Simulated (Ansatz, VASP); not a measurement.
## One calculation of WS2, two programs

INCAR

```
SYSTEM = WS2
  PREC = Accurate
  ENCUT = 520
  EDIFF = 1E-7
  ISMEAR = -1
  SIGMA = 0.05
  LREAL = .FALSE.
  LASPH = .TRUE.
  NELM = 60
  ALGO = Normal
  ISIF = 2
  LWAVE = .FALSE.
  LCHARG = .FALSE.
  LMAXMIX = 4
  GGA = PE
  NBANDS = 35
```

File KPOINTS:

```
Automatic mesh
0
G
  7 7 2
  0 0 0
```

The input POSCAR:

```
WS2
1.0
    3.1832085602      0.0000000000      0.0000000000
   -1.5916042801      2.7567394786      0.0000000000
    0.0000000000      0.0000000000     23.6687632500
W S
2 4
Direct
    0.6666666667      0.3333333333      0.3626824600
    0.3333333333      0.6666666667      0.6373175400
    0.6666666667      0.3333333333      0.7031838900
    0.3333333333      0.6666666667      0.4285581700
    0.6666666667      0.3333333333      0.5714418300
    0.3333333333      0.6666666667      0.2968161100
```

Contents of KPOINTS_OPT:

```
path GMKGALHA,LM,KH
20
line-mode
reciprocal
 0.0000000000  0.0000000000  0.0000000000  G
 0.5000000000  0.0000000000  0.0000000000  M

 0.5000000000  0.0000000000  0.0000000000  M
 0.3333333333  0.3333333333  0.0000000000  K

 0.3333333333  0.3333333333  0.0000000000  K
 0.0000000000  0.0000000000  0.0000000000  G

 0.0000000000  0.0000000000  0.0000000000  G
 0.0000000000  0.0000000000  0.5000000000  A

 0.0000000000  0.0000000000  0.5000000000  A
 0.5000000000  0.0000000000  0.5000000000  L

 0.5000000000  0.0000000000  0.5000000000  L
 0.3333333333  0.3333333333  0.5000000000  H

 0.3333333333  0.3333333333  0.5000000000  H
 0.0000000000  0.0000000000  0.5000000000  A

 0.5000000000  0.0000000000  0.5000000000  L
 0.5000000000  0.0000000000  0.0000000000  M

 0.3333333333  0.3333333333  0.0000000000  K
 0.3333333333  0.3333333333  0.5000000000  H
```

File input.yaml:

```yaml
crystal:
  lattice:
    - [3.1832085602, 0.0, 0.0]
    - [-1.5916042801, 2.7567394786, 0.0]
    - [0.0, 0.0, 23.66876325]
  atoms:
    - { symbol: W, position: [0.6666666667, 0.3333333333, 0.36268246] }
    - { symbol: W, position: [0.3333333333, 0.6666666667, 0.63731754] }
    - { symbol: S, position: [0.6666666667, 0.3333333333, 0.70318389] }
    - { symbol: S, position: [0.3333333333, 0.6666666667, 0.42855817] }
    - { symbol: S, position: [0.6666666667, 0.3333333333, 0.57144183] }
    - { symbol: S, position: [0.3333333333, 0.6666666667, 0.29681611] }
hamiltonian:
  xc: pbe
  pseudopotentials: { kind: paw }
kpoints:
  mp_grid: { grid: [7, 7, 2] }
  band_path:
    path:
      - [[0.0, 0.0, 0.0], [0.5, 0.0, 0.0], [0.3333333333, 0.3333333333, 0.0], [0.0, 0.0, 0.0], [0.0, 0.0, 0.5], [0.5, 0.0, 0.5], [0.3333333333, 0.3333333333, 0.5], [0.0, 0.0, 0.5]]
      - [[0.5, 0.0, 0.5], [0.5, 0.0, 0.0]]
      - [[0.3333333333, 0.3333333333, 0.0], [0.3333333333, 0.3333333333, 0.5]]
    npoints: 14
scf:
  occupations: { method: fermi_dirac, width: 0.05 }
  n_extra_bands: 15
output:
  forces: true
  stress: true
  eigenvalues: true
  fatbands: false
  write_density: true
  write_potential: true
  elf: true
  volumetric_format: npy
```

Alike in both runs: task band structure; functional PBE; k mesh 7 × 7 × 2; occupations fermi-dirac, width 0.05 eV; no spin polarisation.

|  | VASP | Ansatz |
| --- | --- | --- |
| version | VASP 6.6.1 | Ansatz 0.2.0 |
| potentials or method | VASP PAW PBE potentials, release 64 (W_sv, S) | Ansatz PAW |
| plane-wave cutoff (eV) | 520 | 420 |
| valence electrons in the cell | 52 | 52 |

|  | VASP | Ansatz | Ansatz less VASP |
| --- | --- | --- | --- |
| gap on the k mesh at the Fermi level (eV) | 1.66 | 1.65 | -0.010 |
| least direct gap on the mesh (eV) | 2.41 | 2.41 | -0.002 |
| gap along the band path (eV) | 1.48 | 1.47 | -0.016 |
| rms of the force components (eV/Å) | 0.118 | 0.117 | -0.0014 |

Atom by atom the forces differ by 0.001 eV/Å (rms over components). The functional is the same, so the differences come from potentials, cutoffs and numerics.

Caveats: spin-orbit coupling is left out, which moves the levels of the heavy elements; the k mesh misses the band edges, so the gap on the mesh is wider than the one along the path (Ansatz). Expect the measured gap to be larger: semilocal functionals such as PBE lack the derivative discontinuity.
